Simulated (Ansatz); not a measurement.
Crystal: CuI (Marshite).

```
I Cu
1.0
     0.00000    3.03150    3.03150
     3.03150    0.00000    3.03150
     3.03150    3.03150    0.00000
I Cu
1 1
Cartesian
  0.0000 0.0000 0.0000
  4.5473 4.5473 4.5473
```

Program: Ansatz 0.2.0. Alike in all runs: cell as given. Hardware: 1 thread of Arm Neoverse V1, with other jobs on the host.

Question: Order these runs on this cell by their wall time, lowest first.
A. task band structure; level PBE; potentials or basis all-electron LAPW, relativistic spinors; spin SOC, no magnetisation; k mesh 6 × 6 × 6; cutoff (eV) 283; smearing fermi-dirac 0.05 eV; basis error allowed 0.001 eV/atom
B. task single point; level PBE; potentials or basis all-electron LAPW, scalar-relativistic; spin off; k mesh 5 × 5 × 5; cutoff (eV) 248; smearing fermi-dirac 0.03 eV; basis error allowed 0.003 eV/atom
C. task band structure; level RPBE; potentials or basis all-electron LAPW, scalar-relativistic; spin off; k mesh 8 × 8 × 8; cutoff (eV) 283; smearing fermi-dirac 0.05 eV; basis error allowed 0.001 eV/atom

Answer: B (6.5 s), C (27 s), A (93 s).
